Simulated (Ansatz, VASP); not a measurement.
**N: VASP beside Ansatz**

```xyz
4
Lattice="4.4268 0.0000 0.0000 -2.2134 3.8337 0.0000 0.0000 0.0000 7.4581" Properties=species:S:1:pos:R:3 pbc="T T T"
N     0.0000    2.5558    2.4145
N     0.0000    2.5558    1.3145
N     2.2134    1.2779    6.1436
N     2.2134    1.2779    5.0435
```

Alike in both runs: functional PBEsol; k mesh 8 × 8 × 4; occupations fermi-dirac, width 0.1 eV; no spin polarisation.

Ansatz relaxed the structure, and its values are those at the end. VASP's run is a single point on that final structure, the one shown.

|  | VASP | Ansatz |
| --- | --- | --- |
| version | VASP 6.6.1 | Ansatz 0.2.0 |
| potentials or method | VASP PAW PBE potentials, release 64 (N) | PAW with Ansatz's default frozen-core files, scalar-relativistic |
| plane-wave cutoff (eV) | 520 | 420 |
| valence electrons in the cell | 20 | 20 |

Ansatz gave:

```
pressure (GPa)                     : 0.0
rms of the force components (eV/Å) : 0.000
```

Question: Estimate VASP's values.

Answer: Pressure (GPa): 1.6; rms of the force components (eV/Å): 1.080.

The functional is the same, so the differences come from potentials, cutoffs and numerics.

Caveats: the standard files for N, O and F lose accuracy on very short bonds; the PAW data sets were made with another functional, which shifts forces and pressure a little (VASP). A k mesh can miss the band edges.
